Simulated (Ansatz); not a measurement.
**Nb3Sn in Ansatz: the effect of functional**

Crystal: Nb3Sn.

```
Sn Nb
1.0
     5.28210    0.00000    0.00000
     0.00000    5.28210    0.00000
     0.00000    0.00000    5.28210
Sn Nb
2 6
Direct
  0.50000 0.50000 0.50000
  0.00000 0.00000 0.00000
  0.00000 0.50000 0.25000
  0.00000 0.50000 0.75000
  0.50000 0.25000 0.00000
  0.75000 0.00000 0.50000
  0.50000 0.75000 0.00000
  0.25000 0.00000 0.50000
```

Alike in all runs:

* Program: Ansatz 0.2.0
* Task: band structure
* Potentials or basis: Ansatz PAW
* k mesh: 5 × 5 × 5
* Occupations: fermi-dirac, width 0.05 eV
* Spin: no spin polarisation

Q: One run gave: pressure 10.4 GPa. Which functional did it use?
A. r2SCAN
B. revPBE
C. LDA
D. PBEsol
E. BLYP

A: E.

```tsv
functional	cutoff	pressure (GPa)
LDA	420 eV (not typed: the program's choice for these potentials)	-5.9
PBE	420 eV (not typed: the program's choice for these potentials)	3.7
PBEsol	420 eV (not typed: the program's choice for these potentials)	-2.2
RPBE	420 eV (not typed: the program's choice for these potentials)	6.5
revPBE	420 eV (not typed: the program's choice for these potentials)	5.7
BLYP	420 eV (not typed: the program's choice for these potentials)	10.4
r2SCAN	500 eV (not typed: the program's choice for these potentials)	2.2
```

Caveats: the PAW data sets come from PBE, with cores solved anew for the run's functional, which leaves a small shift of forces and pressure (some runs).
